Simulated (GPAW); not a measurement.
# BN (R3m) in GPAW: further runs, part 2 of 2

GPAW 26.7.0. The steps go on from the part before.

## 3. Band structure, BLYP

run.py reads:

```python
from ase.dft.bandgap import bandgap
from ase.io import read, write
from ase.units import GPa
from gpaw import GPAW, PW, setup_paths

setup_paths.insert(0, '.')

atoms = read('BN.xyz')

calc = GPAW(mode=PW(800),
            xc='BLYP',
            kpts={'size': (12, 12, 12), 'gamma': True},
            occupations={'name': 'fermi-dirac', 'width': 0.05},
            nbands=11,
            convergence={'density': 1e-05, 'energy': 1e-05},
            eigensolver='davidson',
            maxiter=150,
            txt='gpaw.txt')
atoms.calc = calc
energy = atoms.get_potential_energy()
forces = atoms.get_forces()
stress = atoms.get_stress()
calc.write('gs.gpw')
write('result.traj', atoms)
print(f'Energy: {energy:.6f} eV')
print('Forces (eV/A):')
print(forces.round(4))
print('Stress (GPa):', (stress / GPa).round(3))
print('Fermi level:', round(calc.get_fermi_level(), 4), 'eV')
print(f'Gap: {bandgap(calc)[0]:.4f} eV, direct: {bandgap(calc, direct=True)[0]:.4f} eV')

path = atoms.cell.bandpath('GLB1,BZGX,QFP1Z,LP', npoints=100, eps=1e-4)
bs_calc = calc.fixed_density(kpts=path, symmetry='off', nbands=18,
                             convergence={'bands': 'CBM+6.0', 'eigenstates': 1e-6}, txt='bands.txt')
bs = bs_calc.band_structure()
bs.write('bs.json')
print(f'Gap on the path: {bandgap(bs_calc)[0]:.4f} eV')
```

BN.xyz reads:

```xyz
2
Lattice="1.2511217832 0.7223354983 3.3729344033 -1.2511217832 0.7223354983 3.3729344033 0.0000000000 -1.4446709966 3.3729344033" Properties=species:S:1:pos:R:3 pbc="T T T"
N      0.0000000000      0.0000000000      6.7516520399
B      0.0000000000      0.0000000000      0.0033270625
```

Potentials or basis: PAW data sets generated in the run's folder for this functional, pw.

The run is started by

```
$ gpaw-setup -f BLYP B N
$ OMP_NUM_THREADS=1 python run.py
```

gpaw.txt:

```text
__  _  _
 | _ |_)|_||  |
 |__||  | ||/\| - 26.7.0

Input parameters:
  mode=PW(ecut=800.0),
  convergence={'density': 1e-05, 'energy': 1e-05},
  eigensolver=Davidson(niter=2),
  kpts=MonkhorstPack(size=(12, 12, 12), gamma=True),
  maxiter=150,
  nbands=11,
  occupations=Occupations(name='fermi-dirac', width=0.05),
  xc=XC(name='BLYP')

Diagonalizing LCAO Hamiltonian
Converting LCAO to pw mode

       N

       B

Atoms  # Å, Bohr magnetons
|   | symbol |        x |        y |        z |    initial magnetic moments |
|---|--------|----------|----------|----------|-----------------------------|
| 0 |      N | 0.000000 | 0.000000 | 6.751652 | ( 0.0000,  0.0000,  0.0000) |
| 1 |      B | 0.000000 | 0.000000 | 0.003327 | ( 0.0000,  0.0000,  0.0000) |

Unit cell  # Å
| periodic |         x |         y |        z |  lengths |    angles |
|----------|-----------|-----------|----------|----------|-----------|
|      yes |  1.251122 |  0.722335 | 3.372934 | 3.669300 | 39.871987 |
|      yes | -1.251122 |  0.722335 | 3.372934 | 3.669300 | 39.871987 |
|      yes |  0.000000 | -1.444671 | 3.372934 | 3.669300 | 39.871987 |

Number of symmetries: 6
Symmetry operations  # r_c * U_cc + t_c -> r_c
|   | kind |            matrix            |
|---|------|------------------------------|
| 0 |  E   |  1, 0, 0,  0, 1, 0,  0, 0, 1 |
| 1 |  σ   |  1, 0, 0,  0, 0, 1,  0, 1, 0 |
| 2 |  σ   |  0, 1, 0,  1, 0, 0,  0, 0, 1 |
| 3 |  C3  |  0, 1, 0,  0, 0, 1,  1, 0, 0 |
| 4 |  C3  |  0, 0, 1,  1, 0, 0,  0, 1, 0 |
| 5 |  σ   |  0, 0, 1,  0, 1, 0,  1, 0, 0 |

BZ-sampling:
  Number of BZ points: 1728
  Number of IBZ points: 189

  Monkhorst-Pack size: [12, 12, 12]
  Monkhorst-Pack shift: [0.041666666666666664, 0.041666666666666664, 0.041666666666666664]

K-points  # in reciprocal-cell coordinates
|     |                                coordinates |     weight |
|-----|--------------------------------------------|------------|
|   0 | ( -0.00000000,  -0.00000000,  -0.00000000) | 0.00057870 |
|   1 | (  0.08333333,  -0.00000000,  -0.08333333) | 0.00347222 |
|   2 | (  0.08333333,  -0.00000000,  -0.00000000) | 0.00347222 |
|   3 | (  0.08333333,   0.08333333,  -0.08333333) | 0.00347222 |
|   4 | (  0.08333333,   0.08333333,  -0.00000000) | 0.00347222 |
|   5 | (  0.08333333,   0.08333333,   0.08333333) | 0.00115741 |
|   6 | (  0.16666667,  -0.08333333,  -0.08333333) | 0.00347222 |
|   7 | (  0.16666667,  -0.00000000,  -0.16666667) | 0.00347222 |
|   8 | (  0.16666667,  -0.00000000,  -0.08333333) | 0.00694444 |
|   9 | (  0.16666667,  -0.00000000,  -0.00000000) | 0.00347222 |
| ... |                                            |            |
| 188 | (  0.50000000,   0.50000000,   0.50000000) | 0.00057870 |

Plane wave coefficients: 954
Cutoff: 800.0 eV

Spin-components: 1 (collinear spins)
Bands:           11
Projectors:      10
Spin-degeneracy: 2
Datatype:        complex128

Parallelization:
  kpt:    1
  domain: 1
  band:   1

Density:
  Valence electrons: 8.0
  Components: 1
  Grid points: [24 24 24]
  Charge: 0.0  # |e|

Potential:
  Grid points: [24 24 24]

species:
  N:
    name:    Nitrogen
    Z:       7.0
    valence: 5
    core:    2
    charge:  0.0  # [|e|]
    compensation charges:
      type: gauss
      rc: 0.18  # [Å]
      lmax: 2
    cutoffs:
      filter: 1.11  # [Å]
      core: 0.96  # [Å]
    projectors
    | kind |    occ | energy [eV] | rcut [Å] |
    |------|--------|-------------|----------|
    |   2s |  2.000 |     -18.447 |    0.603 |
    |   2p |  3.000 |      -7.063 |    0.529 |
    |    s |        |       8.764 |    0.603 |
    |    p |        |      20.148 |    0.529 |
    |    d |        |       0.000 |    0.577 |

    Using partial waves for N as LCAO basis

  B:
    name:    Boron
    Z:       5.0
    valence: 3
    core:    2
    charge:  0.0  # [|e|]
    compensation charges:
      type: gauss
      rc: 0.20  # [Å]
      lmax: 2
    cutoffs:
      filter: 1.14  # [Å]
      core: 1.38  # [Å]
    projectors
    | kind |    occ | energy [eV] | rcut [Å] |
    |------|--------|-------------|----------|
    |   2s |  2.000 |      -9.302 |    0.635 |
    |   2p |  1.000 |      -3.537 |    0.635 |
    |    s |        |      17.909 |    0.635 |
    |    p |        |      23.675 |    0.635 |
    |    d |        |       0.000 |    0.635 |

    Using partial waves for B as LCAO basis

Reference energy: -2154.119193  # eV

eigensolver:
  Davidson
  Converge bands: occupied
  niter=2

density mixing:
  MSR1-Mixer
  Pratt-step length: 0.05
  Maximum mixing coefficient: 0.75
  Old densities: 10
  SVD Regularization: 0.005
  Good broyden scale: 1.0
  Trust region scale: 1.0
  Backstep threshold: 4.0
  History deletion threshold: 6.0
  Fourier metric: weight=20.0, sigma=0.015

occupation numbers:
  Fermi-Dirac:
    width: 0.0500  # eV

poisson solver:
  ecut: 6400.0  # eV

xc functional:
  name: BLYP with 2 nearest neighbor stencil

convergence criteria:
- Maximum integral of absolute [dens]ity change: 1e-05 electrons / valence electron
- Maximum [total energy] change in last 3 cyles: 1e-05 eV / valence electron
- Maximum integral of absolute [eigenst]ate change: 4e-08 eV^2 / valence electron
maximum number of iterations: 150

SCF iterations
|iter     | |      energy | eigst |  dens |
|---------|-|-------------|-------|-------|
|iter:   1| |  -18.579887 | +0.50 |       |
|iter:   2| |  -18.195290 | -1.27 | -0.62 |
|iter:   3| |  -16.742471 | -0.95 | -0.66 |
|iter:   4| |  -16.725131 | -2.31 | -1.33 |
|iter:   5| |  -16.726051 | -3.00 | -1.69 |
|iter:   6| |  -16.726247 | -4.15 | -2.28 |
|iter:   7| |  -16.726253 | -5.25 | -3.27 |
|iter:   8| |  -16.726253c| -6.18 | -3.93 |
|iter:   9| |  -16.726253c| -7.21 | -4.82 |
|iter:  10| |  -16.726254c| -8.15c| -5.59c|

Converged in 10 steps
Energy contributions relative to reference atoms: (reference = -2154.119193)

Energy contributions:
  Kinetic:          18.701711
  Coulomb:         -18.550408
  Zero:              0.089056
  External:          0.000000
  Xc:              -16.966614
  Entropy:          -0.000000
  Spinorbit:         0.000000
  ----------------------------
  Free energy:     -16.726254
  Extrapolated:    -16.726254

dipole moment: (0.000000, -0.000000, -13.723870)  # |e|*Ang

Fermi level: 5.196
Eigenvalues  # (at kpt = [-0.000, -0.000, -0.000])
| band index |      eig [eV] | occ [0-2] |
|------------|---------------|-----------|
|          0 |       -13.469 |     2.000 |
|          1 |         0.076 |     2.000 |
|          2 |         2.844 |     2.000 |
|          3 |         2.844 |     2.000 |
|          4 |         9.447 |     0.000 |
|          5 |        15.977 |     0.000 |
|          6 |        15.977 |     0.000 |
|          7 |        17.312 |     0.000 |
|          8 |        19.083 |     0.000 |
|          9 |        30.415 |     0.000 |
|         10 |        32.099 |     0.000 |

Gap: 4.348 eV
Transition (v -> c):
  (s=0, k=50, n=3, [0.33, -0.00, -0.33]) -> (s=0, k=182, n=4, [0.50, 0.50, -0.00])
Direct/indirect transitions are different
Direct gap: 4.742 eV
Transition at: (s=0, k=50, n=3, [0.33, -0.00, -0.33])

Forces  # eV/Ang
|       x |        y |        z |
|---------|----------|----------|
| 0.00000 |  0.00000 |  0.00103 |  # N    0
| 0.00000 | -0.00000 | -0.00064 |  # B    1

Stress tensor  # eV/Ang^3
|         x |         y |         z |
|-----------|-----------|-----------|
| -0.037715 | -0.000000 | -0.000000 |
| -0.000000 | -0.037715 | -0.000000 |
| -0.000000 | -0.000000 | -0.019408 |

# Writing to gs.gpw (mode='')
```

stdout:

```text
<dir> UserWarning: The angles between your unit-cell vectors are 39.9, 39.9 and 39.9 degrees.  Results may be wrong!  Please Niggli-reduce your unit-cell so that the angles are closer to 90 degrees:

  from ase.build import niggli_reduce
  niggli_reduce(atoms)

  warnings.warn(
Energy: -16.726254 eV
Forces (eV/A):
[[ 0.      0.      0.001 ]
 [ 0.     -0.     -0.0006]]
Stress (GPa): [-6.043 -6.043 -3.11  -0.    -0.    -0.   ]
Fermi level: 5.1963 eV
Gap: 4.3480 eV, direct: 4.7419 eV
Gap on the path: 4.2912 eV
```

bands.txt:

```text
Diagonalizing LCAO Hamiltonian
Converting LCAO to pw mode
convergence criteria:
- Maximum integral of absolute [eigenst]ate change: 1e-06 eV^2 / valence electron
maximum number of iterations: 150

SCF iterations
|iter     | |      energy | eigst |  dens |
|---------|-|-------------|-------|-------|
|iter:   1| |             | +0.70 |       |
[... 107 lines left out ...]
         [ 0.5       ,  0.5       ,  0.5       ],
         [ 0.5       ,  0.        ,  0.        ],
         [ 0.55045967,  0.0581035 ,  0.0581035 ],
         [ 0.60091934,  0.116207  ,  0.116207  ],
         [ 0.65137901,  0.17431049,  0.17431049],
         [ 0.70183868,  0.23241399,  0.23241399],
         [ 0.75229835,  0.29051749,  0.29051749],
         [ 0.80275802,  0.34862099,  0.34862099]])),
  maxiter=150,
  nbands=18,
  occupations=Occupations(name='fermi-dirac', width=0.05),
  symmetry=Symmetry(point_group=False, time_reversal=False),
  xc=XC(name='BLYP')
```

It took 78 s on 1 thread of Arm Neoverse V1, shared host; peak memory 0.27 GiB.

What came out:

```yaml
Free_energy: -16.7263 eV
Pressure: 5.1 GPa
Band_gap_on_the_k_mesh: 4.35 eV, indirect (least direct gap 4.74 eV)
Band_gap_along_the_path: 4.29 eV, indirect (least direct gap 4.74 eV)
```

Stress tensor (GPa, compression positive):
```
6.04 0.00 0.00
0.00 6.04 0.00
0.00 0.00 3.11
```

Levels at the corners of the path, in eV from the valence-band top:
| point | band 1 | band 2 | band 3 | band 4 | band 5 | band 6 |
| --- | --- | --- | --- | --- | --- | --- |
| Γ | -17.74 | -4.20 | -1.43 | -1.43 | 5.17 | 11.70 |
| L | -14.60 | -8.91 | -4.17 | -0.65 | 5.27 | 10.01 |
| B1 | -14.06 | -7.94 | -6.90 | -0.42 | 4.81 | 12.48 |
| B | -14.06 | -7.94 | -6.90 | -0.42 | 4.81 | 12.48 |
| Z | -17.48 | -6.14 | -1.45 | -1.45 | 10.08 | 11.63 |
| Γ | -17.74 | -4.20 | -1.43 | -1.43 | 5.17 | 11.70 |
| X | -14.00 | -7.91 | -7.08 | -0.16 | 4.64 | 12.42 |
| Q | -14.00 | -7.91 | -7.08 | -0.16 | 4.64 | 12.41 |
| F | -14.53 | -8.79 | -4.22 | -1.22 | 4.29 | 10.02 |
| P1 | -14.64 | -8.65 | -4.16 | -1.52 | 5.00 | 10.08 |
| Z | -17.48 | -6.14 | -1.45 | -1.45 | 10.08 | 11.63 |
| L | -14.60 | -8.91 | -4.17 | -0.65 | 5.27 | 10.01 |
| P | -14.64 | -8.65 | -4.16 | -1.52 | 5.00 | 10.08 |

Caveat: the program warned that so skewed a cell can give wrong results.
